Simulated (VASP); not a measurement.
# A VASP 6.6.1 single-point calculation on AlN

INCAR

```
LWAVE = .FALSE.
ISMEAR = -1
ISIF = 2
PREC = Accurate
LCHARG = .FALSE.
GGA = PE
LREAL = .FALSE.
IVDW = 21
EDIFF = 1E-7
NSW = 0
IBRION = -1
NBANDS = 11
LASPH = .TRUE.
NELM = 70
SIGMA = 0.02
ENCUT = 300
```

KPOINTS

```
KPOINTS created by Atomic Simulation Environment
0
Gamma
10 10 10
0 0 0
```

POSCAR

```
Al N
 1.0000000000000000
     0.0000000000000000    2.0188684536385382    2.0188684536385382
     2.0188684536385382    0.0000000000000000    2.0188684536385382
     2.0188684536385382    2.0188684536385382    0.0000000000000000
 Al  N
   1   1
Cartesian
 -0.0000000000000000 -0.0000000000000000  0.0000000000000000
  2.0188684536385382  2.0188684536385382  2.0188684536385382
```

The recommended PBE PAW datasets give the neutral cell 8 valence electrons.

Command

```
mpirun -np 1 vasp_std
```

**Question.** How does this run end, and what does it give?

**Answer.** It converged. Results: gap between bands v and c on the k mesh 4.54 eV; least direct gap on the k mesh 5.53 eV; pressure -23.6 GPa. Band v is the last that the valence electrons fill when counted band by band, and c is the next.

OSZICAR

```
N       E                     dE             d eps       ncg     rms          rms(c)
DAV:   1    -0.476410269713E+01   -0.47641E+01   -0.29987E+03  1313   0.381E+02
DAV:   2    -0.158829625873E+02   -0.11119E+02   -0.10944E+02  1235   0.846E+01
DAV:   3    -0.160204734028E+02   -0.13751E+00   -0.13746E+00  1213   0.774E+00
DAV:   4    -0.160208010179E+02   -0.32762E-03   -0.32761E-03  1145   0.442E-01
DAV:   5    -0.160208030066E+02   -0.19887E-05   -0.19889E-05  1199   0.325E-02    0.714E+00
DAV:   6    -0.145165525088E+02    0.15043E+01   -0.61622E+00  1085   0.126E+01    0.311E+00
DAV:   7    -0.144863727593E+02    0.30180E-01   -0.13933E-01  1169   0.246E+00    0.199E+00
DAV:   8    -0.144777575138E+02    0.86152E-02   -0.11989E-02  1073   0.911E-01    0.294E-01
DAV:   9    -0.144776647644E+02    0.92749E-04   -0.52856E-04  1178   0.128E-01    0.145E-01
DAV:  10    -0.144777191304E+02   -0.54366E-04   -0.65042E-05  1138   0.616E-02    0.351E-02
DAV:  11    -0.144777173772E+02    0.17532E-05   -0.29829E-06  1198   0.103E-02    0.654E-03
DAV:  12    -0.144777171294E+02    0.24779E-06   -0.22792E-07  1109   0.345E-03    0.622E-04
DAV:  13    -0.144777171113E+02    0.18035E-07   -0.25092E-09   601   0.405E-04
   1 F= -.14791668E+02 E0= -.14791668E+02  d E =-.137281E-11
```

For comparison, a separate PBE run of the intended cell, on usual settings and not on those above, gives a gap of 4.65 eV on its mesh and a pressure of 6.1 GPa.
